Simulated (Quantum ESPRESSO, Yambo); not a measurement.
Planning a run of Yambo 5.3.0 on MgI2 (1T monolayer). The input:

```
optics
bss
bse
em1s
dipoles
rim_cut
rim_w
RandQpts= 3000000
RandGvec= 100 RL
CUTGeo= "slab z"
RandGvecW= 9 RL
Chimod= "HARTREE"
BSKmod= "SEX"
BSEmod= "resonant"
BSSmod= "d"
BSENGexx= 30 Ry
BSENGBlk= 6 Ry
% BSEQptR
 1 | 1 |
%
% BSEBands
 26 | 33 |
%
% BEnRange
 0 | 10 | eV
%
% BDmRange
 0.1 | 0.1 | eV
%
BEnSteps= 101
% BLongDir
 1 | 0 | 0 |
%
% BndsRnXs
 1 | 77 |
%
NGsBlkXs= 6 Ry
% LongDrXs
 1 | 1 | 0 |
%
% KfnQP_E
 2.203 | 1.0 | 1.0 |
%
WRbsWF
```

```sh
OMP_NUM_THREADS=1 mpirun -n 4 yambo -F bse2.in -J bse2 -C bse2 > bse2.log
```

The stored states that it reads are on a 6×6×1 mesh. The cell holds 3 atoms: 1 Mg and 2 I. Its edges and angles: a = 4.208 Å, b = 4.208 Å, c = 16.000 Å, α = 90.0°, β = 90.0°, γ = 120.0°. Vacuum lies along c.

**Question.** Estimate wall time and host memory on 4 MPI ranks of Arm Neoverse V1, shared host.

It took 2.4 min; on shared hardware allow 73 s to 4.8 min. Peak host memory was 2.2 GiB.

The matrix is small, so building the kernel's matrix elements and any screening outweighs its diagonalisation.

[Paths, hosts, dates, memory and timing lines, banners, echoed tables and standing remarks are left out of the program output.]

[Logs are printed without paths, hosts, clocks, repeated set-up lines and the standing remarks that a program may print on its own settings, such as how far it seeks lower states.]

[Runs of the session that timed out or met a known fault of the program may be left out.]

[Hosts, paths, dates, database ids (printed as entryN), source tags and the programs' standing remarks are cut or masked in the printed files.]
